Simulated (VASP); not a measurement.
# Bi: relaxation with set parts of the cell free, by free to move

Bi, P1 (no. 1), 6 atoms in the cell. PBE, constrained relaxation; PAW potentials Bi_d (PBE set).

| Free to move | Volume (Å³/atom) | Pressure in a fresh run at the final cell (GPa) | Pressure printed at the end of the relaxation (GPa) | Ionic steps, all stages | Electronic steps, all stages | Time (s) |
|---|---|---|---|---|---|---|
| atoms | 35.638 | 0.63 | 0.63 | 24 | 136 | 236 |
| atoms, shape and volume | 36.302 | 0.01 | -0.01 | 29 | 195 | 328 |
| atoms and shape at fixed volume | 35.638 | 0.65 | 0.65 | 25 | 157 | 270 |
| atoms and volume | 36.213 | 0.01 | 0.02 | 29 | 187 | 330 |
| atoms and the z components of the lattice | 36.243 | 0.10 | 0.10 | 22 | 147 | 254 |
| atoms and the x and y components of the lattice | 36.033 | 0.15 | 0.14 | 20 | 146 | 244 |
| atoms and the y and z components of the lattice | 36.266 | 0.06 | 0.02 | 26 | 178 | 304 |

Limits: the start was distorted on purpose (random strain, atoms moved at random), so the space group given is the start's and not the crystal's.

## Input of the first row

INCAR.step1:
```
SYSTEM = Bi
PREC = Accurate ; ENCUT = 350
EDIFF = 1E-6 ; ISMEAR = 1
SIGMA = 0.1 ; LREAL = .False.
LASPH = .True. ; NELM = 100
ALGO = Normal ; LWAVE = .False.
LCHARG = .False. ; IBRION = 2
NSW = 60 ; ISIF = 2
EDIFFG = -0.01 ; POTIM = 0.5
KPAR = 8
```

INCAR.step3, as INCAR.step1 but for:
```
- IBRION = 2
- NSW = 60
- EDIFFG = -0.01
- POTIM = 0.5
+ NSW = 0
```

KPOINTS:
```
k-points
0
Gamma
  6 6 2
```

POSCAR.step1:
```
Bi
1.0
    4.5506720000     -0.0109190000     -0.0046830000
   -2.2847920000      3.9684420000      0.0225180000
   -0.0121990000      0.0606940000     11.8570710000
Bi
6
Direct
    0.0084530000      0.0053240000      0.7666970000
    0.3254870000      0.6729760000      0.9018170000
    0.6647170000      0.3358290000      0.1001630000
    0.0032650000     -0.0040040000      0.2355420000
    0.3249770000      0.6604130000      0.4301870000
    0.6731010000      0.3294620000      0.5655950000
```

POSCAR.step3:
```
Bi
1.0
    4.5506720000     -0.0109190000     -0.0046830000
   -2.2847920000      3.9684420000      0.0225180000
   -0.0121990000      0.0606940000     11.8570710000
Bi
6
Direct
    0.0035601433      0.0068931143      0.7651698486
    0.3304253531      0.6628122041      0.9014717930
    0.6702016785      0.3388989642      0.0983486816
    0.9968723227      0.9946365617      0.2347173222
    0.3361444122      0.6705110799      0.4319691684
    0.6627960901      0.3262480759      0.5683241863
```

Commands (each step's output is kept before the next begins):
```
cat potpaw_PBE.64/Bi_d/POTCAR > POTCAR
cp INCAR.step1 INCAR
cp POSCAR.step1 POSCAR
mpirun -np 8 vasp_std > vasp.out
cp CONTCAR POSCAR
mpirun -np 8 vasp_std > vasp.out
cp CONTCAR POSCAR
cp INCAR.step3 INCAR
cp POSCAR.step3 POSCAR
mpirun -np 8 vasp_std > vasp.out
```

Changes of the last row against the first:
```
- ISIF = 2
+ ISIF = 3
+ LATTICE_CONSTRAINTS = .FALSE. .TRUE. .TRUE.
```

VASP 6.6.1 took 236 s on 8 cores (AMD EPYC 9R45 (Zen 5)), a shared host.
